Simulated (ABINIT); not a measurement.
# InSe (C2/m) in ABINIT: further runs

Aim: see how the results for InSe move with the level of theory and the settings. Levels: PBEsol, LDA. Tasks: relaxation of cell and atoms.

All numbers are computed with ABINIT 10.8.3 (patched build); they aren't measurements. Logs are shortened: lines on timing, memory, paths and dates and some standing lists are left out, and cuts for length are marked. The log counts tension as positive stress, the text compression.

## (1) The crystal as given

It takes space group C2/m (No. 12, monoclinic). The conventional cell has a = 11.653 Å, b = 4.109 Å, c = 5.073 Å, α = 90.00°, β = 109.86°, γ = 90.00°. Around In (site symmetry m) lie 3 Se at 2.68 to 2.69 Å and 1 In at 2.80 Å. Se (site symmetry m) is surrounded by 3 In at 2.68 to 2.69 Å.

The cell comes from a database or a generator and needn't be the stable form of this composition.

## (2) Relaxation of cell and atoms, PBEsol

File run.abi:

```
pp_dirpath "./"
pseudos "In.GGA_PBE-JTH.xml, Se.GGA_PBE-JTH.xml"

acell 11.6748430538 11.6748430538 9.5865738133
rprim
     0.9430779312    -0.3325718204     0.0000000000
     0.9430779312     0.3325718204     0.0000000000
    -0.3396874117     0.0000000000     0.9405383896
ntypat 2
znucl 49 34
natom 4
typat 1 1 2 2
xcart
    10.2693236022     0.0000000000     0.2234964227
    -0.3397708600     0.0000000000     4.5478514350
     6.5488811973     0.0000000000     3.1918199644
     3.3806715449     0.0000000000     1.5795278933 Angstrom
chkprim 0
chksymtnons 0
tolsym 1.0e-6

ecut 22.0
pawecutdg 44.0
pawxcdev 0
pawovlp -1

kptopt 1
ngkpt 4 4 3
nshiftk 1
shiftk 0.0 0.0 0.0

ixc -116133

nband 23
occopt 3
tsmear 0.00183747

nstep 100
tolvrs 1.0e-9

iomode 3
prtwf 0
prtden 0
prteig 0
prtebands 0
enunit 2

ionmov 2
ntime 60
tolmxf 0.0005
optcell 2
dilatmx 1.08
ecutsm 0.5
```

Potentials or basis: JTH PAW PBE v2.0.

Command:

```
$ abinit run.abi > log 2>&1
```

run.abo:

```text
.Version 10.8.3 of ABINIT
 Symmetries : space group C2/m (# 12); Bravais mC (1-face-center monocl.)
================================================================================
 Values of the parameters that define the memory need of the present run
     intxc =       0    ionmov =       2      iscf =      17    lmnmax =      18
     lnmax =       6     mgfft =      54  mpssoang =       3    mqgrid =    3001
     natom =       4  nloc_mem =       2    nspden =       1   nspinor =       1
    nsppol =       1      nsym =       4    n1xccc =       1    ntypat =       2
    occopt =       3   xclevel =       2
       mpw =        4799          nfft =      131220          nkpt =          17
 PAW method is used; the additional fine FFT grid is defined by:
   mgfftf=        80    nfftf =    409600
================================================================================
================================================================================

--------------------------------------------------------------------------------
------------- Echo of variables that govern the present computation ------------
--------------------------------------------------------------------------------
 -outvars: echo values of preprocessed input variables --------
            acell      1.1674843054E+01  1.1674843054E+01  9.5865738133E+00 Bohr
              amu      1.14820000E+02  7.89600000E+01
          chkprim           0
      chksymtnons           0
          dilatmx      1.08000000E+00
             ecut      2.20000000E+01 Hartree
           ecutsm      5.00000000E-01 Hartree
           enunit           2
           ionmov           2
              ixc     -116133
         kptrlatt        4    0    0      0    4    0      0    0    3
          kptrlen      2.87597214E+01
            natom           4
            nband          23
            ngfft          54      54      45
          ngfftdg          80      80      64
             nkpt          17
            nstep         100
             nsym           4
            ntime          60
           ntypat           2
           occopt           3
          optcell           2
        pawecutdg      4.40000000E+01 Hartree
          pawovlp     -1.0000000000E+00
         pawxcdev           0
           prtden           0
        prtebands           0
           prteig           0
            prtwf           0
            rprim      9.4307793120E-01 -3.3257182040E-01  0.0000000000E+00
                       9.4307793120E-01  3.3257182040E-01  0.0000000000E+00
                      -3.3968741170E-01  0.0000000000E+00  9.4053838960E-01
          spgroup          12
           tolmxf      5.00000000E-04
           tolsym      1.00000000E-06
           tolvrs      1.00000000E-09
           tsmear      1.83747000E-03 Hartree
            typat      1  1  2  2
           useylm           1
           xangst      1.0269323602E+01  1.0822782419E-17  2.2349642270E-01
                      -3.3977086000E-01 -1.2067937267E-17  4.5478514350E+00
                       6.5488811973E+00  8.0424792887E-17  3.1918199644E+00
                       3.3806715449E+00  1.6790808324E-17  1.5795278933E+00
            xcart      1.9406209106E+01  2.0452094691E-17  4.2234702902E-01
                      -6.4207387096E-01 -2.2805096339E-17  8.5941936735E+00
                       1.2375591894E+01  1.5198083229E-16  6.0316655759E+00
                       6.3885433415E+00  3.1730029165E-17  2.9848751266E+00
             xred      8.8820325059E-01  8.8820325059E-01  4.6841360036E-02
                       1.1179675010E-01  1.1179675010E-01  9.5315864067E-01
                       6.6092759045E-01  6.6092759045E-01  6.6895562047E-01
                       3.3907241023E-01  3.3907241023E-01  3.3104438023E-01
            znucl       49.00000   34.00000

================================================================================

 chkinp: Checking input parameters for consistency.

================================================================================
== DATASET  1 ==================================================================

--- !DatasetInfo
iteration_state: {dtset: 1, }
dimensions: {natom: 4, nkpt: 17, mband: 23, nsppol: 1, nspinor: 1, nspden: 1, mpw: 4799, }
[... 3193 lines left out ...]
 Difference of energy with previous step (new-old):
           Absolute (Ha)=-6.06577E-06
           Relative     =-4.48274E-08

 At Broyd/MD step  28, gradients are converged :
  max grad (force/stress) = 3.4165E-04 < tolmxf= 5.0000E-04 ha/bohr (free atoms)

================================================================================

 ----iterations are completed or convergence reached----

 Mean square residual over all n,k,spin=   15.830E-12; max=  21.236E-10
 reduced coordinates (array xred) for    4 atoms
       0.883465892479      0.883465892479      0.012851844179
       0.116534108202      0.116534108202      0.987148156524
       0.650001640043      0.650001640043      0.632547264289
       0.349998360638      0.349998360638      0.367452736415
 rms dE/dt=  1.4384E-03; max dE/dt=  1.9271E-03; dE/dt below (all hartree)
    1      -0.001266387504     -0.001266387504     -0.000694259995
    2       0.001266387504      0.001266387504      0.000694259995
    3      -0.001927090489     -0.001927090489     -0.001138964657
    4       0.001927090489      0.001927090489      0.001138964657

 cartesian coordinates (angstrom) at end:
    1     10.41233793275403     0.00000000000000     0.21885944115289
    2     -0.27199000396902     0.00000000000000     4.10989264412277
    3      6.62038679470803     0.00000000000000     2.74141271941716
    4      3.51996113407697     0.00000000000000     1.58733936585850

 cartesian forces (hartree/bohr) at end:
    1      0.00011136560533    -0.00000000000000     0.00013361527430
    2     -0.00011136560533     0.00000000000000    -0.00013361527430
    3      0.00016930128239    -0.00000000000000     0.00021379948629
    4     -0.00016930128239     0.00000000000000    -0.00021379948629
 frms,max,avg= 1.3205333E-04 2.1379949E-04   0.000E+00  0.000E+00  0.000E+00 h/b

 cartesian forces (eV/Angstrom) at end:
    1      0.00572664967565    -0.00000000000000     0.00687077365541
    2     -0.00572664967565     0.00000000000000    -0.00687077365541
    3      0.00870582197272    -0.00000000000000     0.01099401161781
    4     -0.00870582197272     0.00000000000000    -0.01099401161781
 frms,max,avg= 6.7904550E-03 1.0994012E-02   0.000E+00  0.000E+00  0.000E+00 e/A
 length scales= 11.822505159269 11.822505159269  8.438019010183 bohr
              =  6.256200301824  6.256200301824  4.465207362326 angstroms
 Fermi (or HOMO) energy (hartree) =   0.12451   Average Vxc (hartree)=  -0.37028
 Eigenvalues (hartree) for nkpt=  17  k points:
 kpt#   1, nband= 23, wtk=  0.02083, kpt=  0.0000  0.0000  0.0000 (reduced coord)
  -0.43048   -0.42711   -0.41806   -0.41782   -0.41668   -0.41657   -0.41536   -0.41228
  -0.41176   -0.40738   -0.39504   -0.31948   -0.06645   -0.05004   -0.02957    0.00860
   0.01722    0.03502    0.04496    0.19749    0.23468    0.25571    0.29192
      occupation numbers for kpt#   1
   2.00000    2.00000    2.00000    2.00000    2.00000    2.00000    2.00000    2.00000
   2.00000    2.00000    2.00000    2.00000    2.00000    2.00000    2.00000    2.00000
   2.00000    2.00000    2.00000    0.00000    0.00000    0.00000    0.00000
 prteigrs : prtvol=0 or 1, do not print more k-points.

 Fermi (or HOMO) energy (eV) =   3.38808   Average Vxc (eV)= -10.07570
 Eigenvalues (   eV  ) for nkpt=  17  k points:
 kpt#   1, nband= 23, wtk=  0.02083, kpt=  0.0000  0.0000  0.0000 (reduced coord)
 -11.71406  -11.62220  -11.37612  -11.36934  -11.33843  -11.33534  -11.30259  -11.21880
 -11.20462  -11.08550  -10.74954   -8.69363   -1.80815   -1.36159   -0.80470    0.23406
   0.46868    0.95289    1.22346    5.37410    6.38587    6.95825    7.94351
 prteigrs : prtvol=0 or 1, do not print more k-points.

--- !EnergyTerms
iteration_state     : {dtset: 1, itime: 28, icycle: 1, }
comment             : Components of total free energy in Hartree
kinetic             :  3.47835594972732E+01
hartree             :  4.63938367582118E+01
xc                  : -2.75058169089178E+01
Ewald energy        : -9.75743287131386E+01
psp_core            :  6.29988147373384E+00
local_psp           : -1.26458186092037E+02
PAW spherical_terms :  2.87470899551570E+01
internal            : -1.35313964029717E+02
'-kT*entropy'       : -4.42011443409136E-07
total_energy        : -1.35313964471729E+02
total_energy_eV     : -3.68208055171517E+03
...

--- !EnergyTermsDC
iteration_state     : {dtset: 1, itime: 28, icycle: 1, }
comment             : '"Double-counting" decomposition of free energy'
band_energy         : -9.84467770078078E+00
Ewald energy        : -9.75743287131386E+01
psp_core            :  6.29988147373384E+00
xc_dc               : -5.72458645400705E+01
PAW spherical_terms :  2.30510290546222E+01
internal            : -1.35313960425634E+02
'-kT*entropy'       : -4.42011443409136E-07
total_energy_dc     : -1.35313960867645E+02
total_energy_dc_eV  : -3.68208045364305E+03
...

--- !EnergyTermsWithPAWCore
iteration_state     : {dtset: 1, itime: 28, icycle: 1, }
comment             : 'Components of total free energy, including PAW core contributions'
Total energy        : -1.66151001027077E+04
Total energy DC     : -1.66151000991036E+04
Total energy (eV)   : -4.52119906410418E+05
Total energy DC (eV): -4.52119906312346E+05
...

 rms coord change=  2.1465E-02   atom, delta coord (reduced):
     1       -0.004737358107     -0.004737358107     -0.033989515856
     2        0.004737358107      0.004737358107      0.033989515856
     3       -0.010925950404     -0.010925950404     -0.036408356185
     4        0.010925950404      0.010925950404      0.036408356185

 Cartesian components of stress tensor (hartree/bohr^3)
  sigma(1 1)=  3.41647233E-06  sigma(3 2)=  0.00000000E+00
  sigma(2 2)= -6.84542816E-07  sigma(3 1)= -1.19323707E-06
  sigma(3 3)=  5.40747759E-07  sigma(2 1)=  0.00000000E+00

-Cartesian components of stress tensor (GPa)         [Pressure= -3.2095E-02 GPa]
- sigma(1 1)=  1.00516086E-01  sigma(3 2)=  0.00000000E+00
- sigma(2 2)= -2.01399450E-02  sigma(3 1)= -3.51062467E-02
- sigma(3 3)=  1.59093483E-02  sigma(2 1)=  0.00000000E+00

== END DATASET(S) ==============================================================
================================================================================

 -outvars: echo values of variables after computation  --------
            acell      1.1822505159E+01  1.1822505159E+01  8.4380190102E+00 Bohr
           etotal     -1.3531396087E+02
            fcart      1.1136560533E-04 -4.9066726848E-20  1.3361527430E-04
                      -1.1136560533E-04  3.5170878805E-20 -1.3361527430E-04
                       1.6930128239E-04 -4.6343976578E-20  2.1379948629E-04
                      -1.6930128239E-04  6.0239824620E-20 -2.1379948629E-04
            rprim      9.4386950308E-01 -3.2997854940E-01  1.4983927782E-02
                       9.4386950308E-01  3.2997854940E-01  1.4983927782E-02
                      -3.7394129381E-01  0.0000000000E+00  9.2745237548E-01
           strten      3.4164723335E-06 -6.8454281565E-07  5.4074775890E-07
                       0.0000000000E+00 -1.1932370708E-06  0.0000000000E+00
           xangst      1.0412337933E+01  3.6673349340E-16  2.1885944115E-01
                      -2.7199000397E-01  1.7072980858E-17  4.1098926441E+00
                       6.6203867947E+00  2.0194082977E-16  2.7414127194E+00
                       3.5199611341E+00  1.5829653522E-16  1.5873393659E+00
             xred      8.8346589248E-01  8.8346589248E-01  1.2851844179E-02
                       1.1653410820E-01  1.1653410820E-01  9.8714815652E-01
                       6.5000164004E-01  6.5000164004E-01  6.3254726429E-01
                       3.4999836064E-01  3.4999836064E-01  3.6745273641E-01
 Calculation completed.
```

Wall time 36 min (1 thread of Arm Neoverse V2, shared host); peak memory 0.27 GiB.

What came out:

- Free energy: -3682.0805 eV
- Relaxed volume: 25.40 Å³/atom
- Relaxed cell: a = 6.256 Å, b = 6.256 Å, c = 4.465 Å, α = 109.82°, β = 109.82°, γ = 38.53°
- Space group after relaxing (to 0.05 Å): C2/m (No. 12)
- Energy gained by relaxing: 16.5 meV/atom
- Ionic steps: 28
- Pressure after relaxing: 0.0 GPa
- Largest force after relaxing: 0.014 eV/Å
- Band gap on the k mesh: 0.86 eV, indirect (least direct gap 1.08 eV)
- Valence electrons inside the program's atomic spheres: In 11.14; Se 3.92

Forces on the atoms (eV/Å):
```
In   0.006  0.000  0.007
In  -0.006  0.000 -0.007
Se   0.009  0.000  0.011
Se  -0.009  0.000 -0.011
```

Stress tensor (GPa, compression positive):
```
-0.10  0.00  0.04
 0.00  0.02  0.00
 0.04  0.00 -0.02
```

The path:
| step | energy change (eV) | largest force (eV/Å) | pressure (GPa) | volume (Å³) |
| --- | --- | --- | --- | --- |
| 1 | 0.0000 | 0.0745 | -1.12 | 114.24 |
| 2 | -0.0029 | 0.0945 | -0.97 | 113.85 |
| 3 | -0.0130 | 0.2253 | 0.19 | 111.02 |
| 4 | -0.0141 | 0.2119 | 0.18 | 110.89 |
| 5 | -0.0233 | 0.1699 | -0.04 | 109.36 |
| 6 | -0.0250 | 0.1688 | -0.10 | 109.11 |
| 7 | -0.0337 | 0.1180 | -0.26 | 107.54 |
| 8 | -0.0368 | 0.1130 | -0.22 | 106.84 |
| 9 | -0.0392 | 0.1598 | -0.13 | 106.37 |
| 10 | -0.0418 | 0.2213 | -0.01 | 105.85 |
| 11 | -0.0458 | 0.2544 | 0.14 | 105.01 |
| 12 | -0.0499 | 0.2199 | 0.23 | 104.09 |
| 13 | -0.0527 | 0.1401 | 0.17 | 103.66 |
| 14 | -0.0539 | 0.1050 | 0.06 | 103.63 |
| 15 | -0.0545 | 0.0986 | 0.01 | 103.60 |
| 16 | -0.0551 | 0.0852 | -0.04 | 103.62 |
| 17 | -0.0557 | 0.0669 | -0.04 | 103.58 |
| 18 | -0.0563 | 0.0783 | -0.02 | 103.54 |
| 19 | -0.0571 | 0.0892 | 0.03 | 103.45 |
| 20 | -0.0584 | 0.1004 | 0.08 | 103.30 |
| 21 | -0.0602 | 0.1050 | 0.14 | 102.88 |
| 22 | -0.0614 | 0.0721 | 0.05 | 103.00 |
| 23 | -0.0625 | 0.0491 | -0.03 | 102.96 |
| 24 | -0.0627 | 0.0462 | -0.06 | 102.95 |
| 25 | -0.0635 | 0.0401 | -0.17 | 102.88 |
| 26 | -0.0643 | 0.0484 | -0.18 | 102.64 |
| 27 | -0.0658 | 0.0367 | -0.13 | 102.15 |
| 28 | -0.0660 | 0.0140 | -0.03 | 101.61 |

Final structure:
```yaml
crystal:
  lattice:
    - [5.90504, -2.06441, 0.09374]
    - [5.90504, 2.06441, 0.09374]
    - [-1.66973, 0.00000, 4.14127]
  atoms:
    - { symbol: In, position: [0.88347, 0.88347, 0.01285] }
    - { symbol: In, position: [0.11653, 0.11653, 0.98715] }
    - { symbol: Se, position: [0.65000, 0.65000, 0.63255] }
    - { symbol: Se, position: [0.35000, 0.35000, 0.36745] }
```

Caveat: the k mesh is coarse (spacing up to 0.44 Å⁻¹), so the values aren't converged; the PAW data sets were made with another functional, which shifts forces and pressure a little; spin-orbit coupling is left out, which moves the levels of the heavy elements; an odd mesh through Γ misses points on the zone boundary, where band edges often lie.

## (3) Relaxation of cell and atoms, LDA

File run.abi:

```
pp_dirpath "./"
pseudos "In.LDA_PW-JTH.xml, Se.LDA_PW-JTH.xml"

acell 3*1.0 Angstrom
rprim
     5.8263928781    -2.0546489550     0.0000000000
     5.8263928781     2.0546489550     0.0000000000
    -1.7232330140     0.0000000000     4.7713478577
ntypat 2
znucl 49 34
natom 4
typat 1 1 2 2
xred
     0.8882032500     0.8882032500     0.0468413600
     0.1117967500     0.1117967500     0.9531586400
     0.6609275900     0.6609275900     0.6689556200
     0.3390724100     0.3390724100     0.3310443800
chkprim 0
chksymtnons 0
tolsym 1.0e-6

ecut 22.0
pawecutdg 44.0
pawovlp -1

kptopt 1
ngkpt 4 4 4
nshiftk 1
shiftk 0.0 0.0 0.0

ixc 7

nband 23
occopt 3
tsmear 0.05 eV

nstep 100
tolvrs 1.0e-9

iomode 3
prtwf 0
prtden 0
prteig 0
prtebands 0
enunit 1
prtvol 2

ionmov 22
ntime 60
tolmxf 0.0002
optcell 2
dilatmx 1.08
ecutsm 0.5
```

Potentials or basis: JTH PAW LDA v2.0.

Command:

```
$ abinit run.abi > log 2>&1
```

Wall time 45 min (1 thread of Arm Neoverse V1, shared host); peak memory 0.23 GiB.

It converged, with:

```yaml
Free_energy: -3694.5417 eV
Relaxed_volume: 24.53 Å³/atom
Relaxed_cell: a = 6.184 Å, b = 6.184 Å, c = 4.374 Å, α = 109.51°, β = 109.51°, γ = 38.85°
Space_group_after_relaxing_to_0.05_Å: C2/m (No. 12)
Energy_gained_by_relaxing: 37.0 meV/atom
Ionic_steps: 26
Pressure_after_relaxing: 0.0 GPa
Largest_force_after_relaxing: 0.009 eV/Å
Band_gap_on_the_k_mesh: 0.88 eV, direct
Valence_electrons_inside_the_program's_atomic_spheres: In 11.18; Se 3.95
```

Forces in eV/Å, atoms in the order of the input:
```
In  -0.001  0.000 -0.007
In   0.001  0.000  0.007
Se  -0.003  0.000  0.008
Se   0.003  0.000 -0.008
```

The path:
| step | energy change (eV) | largest force (eV/Å) | pressure (GPa) | volume (Å³) |
| --- | --- | --- | --- | --- |
| 1 | 0.0000 | 0.0810 | -2.78 | 114.24 |
| 2 | -0.0163 | 0.0124 | -2.32 | 113.27 |
| 3 | -0.0545 | 0.2909 | 0.49 | 106.58 |
| 4 | -0.0654 | 0.4148 | 0.64 | 106.02 |
| 5 | -0.0750 | 0.1841 | -0.01 | 106.73 |
| 6 | -0.0804 | 0.0852 | -0.18 | 106.29 |
| 7 | -0.0856 | 0.0705 | -0.23 | 105.19 |
| 8 | -0.0910 | 0.0730 | -0.18 | 104.33 |
| 9 | -0.1143 | 0.2216 | 0.24 | 99.53 |
| 10 | -0.1149 | 0.2686 | 0.00 | 98.85 |
| 11 | -0.1243 | 0.1093 | -0.05 | 100.48 |
| 12 | -0.1270 | 0.0733 | -0.02 | 100.34 |
| 13 | -0.1308 | 0.0950 | -0.18 | 100.26 |
| 14 | -0.1351 | 0.1189 | -0.03 | 99.69 |
| 15 | -0.1421 | 0.1211 | 0.14 | 98.51 |
| 16 | -0.1434 | 0.1244 | -0.02 | 99.13 |
| 17 | -0.1402 | 0.1574 | 0.04 | 97.71 |
| 18 | -0.1459 | 0.0522 | -0.14 | 99.04 |
| 19 | -0.1464 | 0.0398 | -0.13 | 98.94 |
| 20 | -0.1470 | 0.0186 | -0.09 | 98.39 |
| 21 | -0.1474 | 0.0355 | -0.01 | 98.45 |
| 22 | -0.1476 | 0.0138 | -0.01 | 98.41 |
| 23 | -0.1478 | 0.0159 | 0.03 | 98.25 |
| 24 | -0.1479 | 0.0358 | -0.11 | 98.17 |
| 25 | -0.1480 | 0.0137 | -0.03 | 98.11 |
| 26 | -0.1481 | 0.0089 | -0.01 | 98.11 |

Final structure:
```
In Se
1.0
     5.83097   -2.05653    0.11564
     5.83097    2.05653    0.11564
    -1.62989    0.00000    4.05857
In Se
2 2
Direct
  0.88460 0.88460 0.01899
  0.11540 0.11540 0.98101
  0.65193 0.65193 0.62954
  0.34807 0.34807 0.37046
```

Levels at points of the mesh, in eV from the valence-band top:
```csv
k point,band 15,band 16,band 17,band 18,band 19,band 20,band 21,band 22,band 23
"(0.00, 0.00, 0.00)",-3.60,-2.51,-2.38,-1.73,-1.53,2.81,3.72,4.24,5.27
"(0.50, 0.00, 0.00)",-2.33,-1.87,-1.40,-1.37,-0.71,1.79,2.82,3.36,3.63
"(0.50, 0.50, 0.00)",-2.93,-2.42,-1.03,-0.82,-0.32,1.15,2.65,2.95,4.99
"(0.00, 0.00, 0.50)",-1.82,-1.74,-1.66,-1.11,0.00,0.88,2.70,3.34,3.49
"(0.50, 0.00, 0.50)",-4.07,-3.46,-2.76,-2.44,-1.93,2.20,3.28,4.57,4.77
"(0.50, 0.50, 0.50)",-2.50,-1.48,-1.44,-1.19,-0.10,2.01,3.11,3.30,3.77
```

Caveat: spin-orbit coupling is left out, which moves the levels of the heavy elements.
